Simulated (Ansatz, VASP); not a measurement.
ZrC in VASP and in Ansatz

File INCAR:

```
SYSTEM = ZrC
  ALGO = Normal
  EDIFF = 1E-6
  ENCUT = 520
  GGA = CA
  ISIF = 2
  ISMEAR = 0
  LASPH = .True.
  LCHARG = .False.
  LREAL = .False.
  LWAVE = .False.
  NBANDS = 15
  NELM = 80
  PREC = Accurate
  SIGMA = 0.15
```

Contents of KPOINTS:

```
k-points
0
Gamma
  16 16 16
  0 0 0
```

The input POSCAR:

```
ZrC
1.0
    0.0000000000      2.3749176240      2.2123505848
    2.3749176240      0.0000000000      2.2123505848
    2.3749176240      2.3749176240      0.0000000000
Zr C
1 1
Direct
    0.4983745445      0.5016254555      0.5016254555
    0.0123452608     -0.0123452608     -0.0123452608
```

Input for Ansatz:

```yaml
crystal:
  lattice:
    - [0.0, 2.374917624, 2.2123505848]
    - [2.374917624, 0.0, 2.2123505848]
    - [2.374917624, 2.374917624, 0.0]
  atoms:
    - { symbol: Zr, position: [0.4983745445, 0.5016254555, 0.5016254555] }
    - { symbol: C, position: [0.0123452608, -0.0123452608, -0.0123452608] }
basis:
  ecutwfc: 520.0
kpoints:
  mp_grid: { grid: [16, 16, 16] }
hamiltonian:
  xc: lda
scf:
  occupations: { method: gaussian, width: 0.15 }
output:
  forces: true
  stress: true
  eigenvalues: true
```

Change from the starting cell: mode 4 frozen in at -0.057 Å, strain +e along z and -e/2 along x and y -0.0467.

Alike in both runs: task single point; functional LDA; k mesh 16 × 16 × 16; occupations gaussian, width 0.15 eV; no spin polarisation.

|  | VASP | Ansatz |
| --- | --- | --- |
| version | VASP 6.6.1 | Ansatz 0.2.0 |
| potentials or method | VASP PAW LDA potentials, release 64 (Zr_sv, C) | scalar-relativistic, plane waves, PAW |
| plane-wave cutoff (eV) | 520 | 520 |
| valence electrons in the cell | 16 | 16 |

Ansatz gave:

| Item | Value |
| --- | --- |
| gap on the k mesh at the Fermi level (eV) | none |
| pressure (GPa) | 3.0 |
| largest component of the traceless stress (GPa) | 21.07 |
| rms of the force components (eV/Å) | 0.194 |

Question: Estimate VASP's values.

Answer: gap on the k mesh at the Fermi level (eV): none; pressure (GPa): 3.6; largest component of the traceless stress (GPa): 21.23; rms of the force components (eV/Å): 0.197.

Atom by atom the forces differ by 0.003 eV/Å (rms over components). A gap of «none» marks a metal or a gap that the smearing closes.
